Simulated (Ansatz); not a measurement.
# LDA, PBE, PBEsol and r²SCAN on LiF

```
Li F
1.0
     0.00000    2.03405    2.03405
     2.03405    0.00000    2.03405
     2.03405    2.03405    0.00000
Li F
1 1
Direct
  0.00000 0.00000 0.00000
  0.50000 0.50000 0.50000
```

Atom numbers follow the list: Li1, F2.

The cell was built from the rocksalt type and relaxed in the same program, and has space group Fm-3m; it needn't be a known or the stable phase.

One fixed cell is solved with several functionals by PAW (frozen-core files) in Ansatz 0.2.0, scalar-relativistically. A positive pressure means that the functional wants a larger cell.

The PAW files were made with PBE; their cores are remade for each functional.

Sampling and basis: a Γ-centred 14×14×14 k mesh, Fermi–Dirac smearing of 0.03 eV, cutoff 420 eV, no spin polarisation.

Cutoffs: PBE 420 eV, LDA 420 eV, PBEsol 420 eV, r²SCAN 500 eV.

Problem. Order the settings by the pressure that they give at this fixed cell, lowest first.
A. r²SCAN
B. LDA
C. PBE
D. PBEsol

Solution. B (-8.07 GPa), A (-3.97 GPa), D (-2.95 GPa), C (-0.01 GPa).

```tsv
setting	P (GPa)	gap over the k mesh and a high-symmetry path (eV)	lowest level at Γ above −25 eV, from the valence-band top or, without a gap, the Fermi level (eV)
PBE	-0.01	8.83	-19.89
LDA	-8.07	8.58	-19.50
PBEsol	-2.95	8.66	-19.78
r²SCAN	-3.97	9.79	-21.03
```
